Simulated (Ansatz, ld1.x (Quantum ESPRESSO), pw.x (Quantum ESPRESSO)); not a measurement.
# arsenic: one change to the TM potential, in the atom and in the sc crystal

```
Element                 : arsenic
Generator               : ld1.x (Quantum ESPRESSO) 7.5
Type                    : norm-conserving Troullier–Martins (Kleinman–Bylander form)
Functional              : PBE
Relativity              : scalar-relativistic
Frozen core             : [Ar] 3d10
Valence charge          : 5
Reference configuration : 4s2 4p3
Partial waves           : 4s (bound): rc 1.45 bohr; 4p (bound): rc 1.50 bohr
Local potential         : the p channel
Core correction         : a·sin(br)/r model core, default radius (core density twice the valence density)
```

Change: wave 4p (bound): rc 1.50 bohr becomes 4p (bound): rc 1.94 bohr.

Cutoffs, loose and tight: the cutoffs (Ry, on a coarse ladder) from which the occupation-weighted sum of valence levels, in a spherical-Bessel basis at the reference potential, stays within 10 and 1 mRy of its value at 400 Ry. They do not see the model core or the augmentation charge, which bear on the density cutoff. Test errors are all-electron minus pseudo excitation energies from the reference, over the configurations 4s2 4p2; 4s2 4p1; 4s2 4p0; 4s1 4p4; 4s1 4p0; 4s2 4p2.5; 4s1 4p3; variants that change the core or the reference have their own tests.

Crystal test: sc As in pw.x 7.5, no spin, 12³ k-points, Fermi–Dirac smearing 0.01 Ry, cutoffs set for each file from its atomic test. The reference is all-electron LAPW (Ansatz 0.2.0) with the same functional, mesh and smearing; V0 and B0 come from Birch–Murnaghan fits to the pressures at five volumes. Errors are pseudo minus all-electron; Δ is the rms difference of the E(V) curves that follow from these fits, minima aligned, over ±6 % about the mean V0. Mesh and smearing are coarse, so the numbers serve the comparison and aren't converged zero-temperature values; the lattice is a test structure that the element need not adopt.

All-electron: a0 = 2.735 Å (V0 = 20.45 Å³/atom), B0 = 75.1 GPa.

Problem. Does the change bring the crystal closer to the all-electron result?

Solution. The mean pressure error goes from -4.86 to -4.51 GPa, a small move against the size of the error. Neither pressure curve crosses zero within the volumes sampled, so no fits are given.

| quantity | base | changed |
| --- | --- | --- |
| outcome (atom) | generated | generated |
| cutoff, loose (atom) | 40 Ry | 35 Ry |
| cutoff, tight (atom) | 80 Ry | 50 Ry |
| bound ghosts (atom) | none | none |
| largest test error (meV) (atom) | -374 | -383 |
| cutoffs in pw.x (Ry) | 100/400 | 60/240 |
| mean pressure error (GPa) | -4.86 | -4.51 |

Base: This is a poor potential for the solid. Changed file: This is a poor potential for the solid.
